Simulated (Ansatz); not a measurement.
All numbers below come from Ansatz 0.2.0, DFT PBE, scalar-relativistic, plane waves, PAW. Settings: cutoff 420 eV, Γ-centred meshes spaced at most about 0.3 Å⁻¹, and about 0.25 Å⁻¹ or finer for metals (2π included), Gaussian smearing. No spin polarisation in the final relaxations.

These are static total energies at zero pressure.

Two relaxed structures of Al:

A.

```cif
data_structure
_symmetry_space_group_name_H-M 'P6/mmm'
_symmetry_Int_Tables_number 191
_cell_length_a 4.5455
_cell_length_b 4.5455
_cell_length_c 2.7539
_cell_angle_alpha 90.000
_cell_angle_beta 90.000
_cell_angle_gamma 120.000
_cell_volume 49.28
loop_
_atom_site_label
_atom_site_type_symbol
_atom_site_symmetry_multiplicity
_atom_site_Wyckoff_symbol
_atom_site_fract_x
_atom_site_fract_y
_atom_site_fract_z
_atom_site_occupancy
Al1 Al 2 c 0.33333 0.66667 0.00000 1
```

B.

```cif
data_structure
_symmetry_space_group_name_H-M 'Pm-3n'
_symmetry_Int_Tables_number 223
_cell_length_a 4.9869
_cell_length_b 4.9869
_cell_length_c 4.9869
_cell_angle_alpha 90.000
_cell_angle_beta 90.000
_cell_angle_gamma 90.000
_cell_volume 124.02
loop_
_atom_site_label
_atom_site_type_symbol
_atom_site_symmetry_multiplicity
_atom_site_Wyckoff_symbol
_atom_site_fract_x
_atom_site_fract_y
_atom_site_fract_z
_atom_site_occupancy
Al1 Al 6 c 0.25000 0.00000 0.50000 1
```

Question: Which would you expect to be lower, and how large is the difference?

Answer: B is lower, by 124 meV/atom. A has space group P6/mmm (No. 191), 24.6 Å³/atom and no gap on its mesh; B has space group Pm-3n (No. 223), 20.7 Å³/atom and no gap. Counting all near atoms (those within 1.25 times the shortest distance at each site; a plus sign parts nearer from farther groups), A has Al 5 and B has Al 2+8. The denser one is the lower, and pressure would at first widen the difference. In A, around Al lie 5 Al at 2.62–2.75 Å. In B, Al is surrounded by 2 Al at 2.49 Å and 8 Al at 3.05 Å. Both come from invented guesses. The part of the Crystallography Open Database at hand lists Al in space groups No. 225, 229; no cell shown has one of them.

Cells relaxed within their symmetry can be saddle points.
